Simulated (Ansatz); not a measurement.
Fe2Ge:

```xyz
6
Lattice="4.1329 0.0000 0.0000 -2.0664 3.5792 0.0000 0.0000 0.0000 5.0088" Properties=species:S:1:pos:R:3 pbc="T T T"
Ge    0.0000    2.3861    3.7566
Ge    2.0664    1.1931    1.2522
Fe    0.0000    2.3861    1.2522
Fe    2.0664    1.1931    3.7566
Fe    0.0000    0.0000    2.5044
Fe    0.0000    0.0000    0.0000
```

The cell is a database's computed one.

```yaml
Program: Ansatz 0.2.0
Task: relaxation of cell and atoms
Functional: LDA
Potentials_or_basis: Ansatz PAW
Cutoff: "420 eV (not typed: the program's choice for these potentials)"
k_mesh: 8 × 8 × 6
Occupations: fermi-dirac, width 0.05 eV
Spin: collinear spin, ferromagnetic start
Starting_moments: "[0.0, 0.0, 3.0, 3.0, 3.0, 3.0] μB"
```

At the start: volume 12.35 Å³/atom.

Q: How do energy, volume and symmetry change on relaxing?

A: It ends after 9 steps and the volume is 11.20 Å³/atom (-9.3 %); space group P6_3/mmc (No. 194, to 0.05 Å); moment 6.08 μB per cell.

The path:
```tsv
step	energy change (eV)	largest force (eV/Å)	volume (Å³)
1	0.0000	0.0000	74.09
2	-0.3555	0.0000	69.12
3	-0.3899	0.0000	66.79
4	-0.3914	0.0000	67.22
5	-0.3915	0.0000	67.21
6	-0.3915	0.0000	67.22
7	-0.3876	0.0000	67.22
8	-0.3876	0.0000	67.20
9	-0.3876	0.0000	67.20
```

Final structure:
```
Ge Fe
1.0
     4.00724    0.00000    0.00000
    -2.00362    3.47037    0.00000
     0.00000    0.00000    4.83240
Ge Fe
2 4
Direct
  0.33333 0.66667 0.75000
  0.66667 0.33333 0.25000
  0.33333 0.66667 0.25000
  0.66667 0.33333 0.75000
  0.00000 0.00000 0.50000
  0.00000 0.00000 0.00000
```

Caveat: the plane-wave basis is chosen anew once the cell has moved, so the energies of steps on either side of that aren't comparable; the PAW data sets come from PBE, with cores solved anew for the run's functional, which leaves a small shift of forces and pressure.
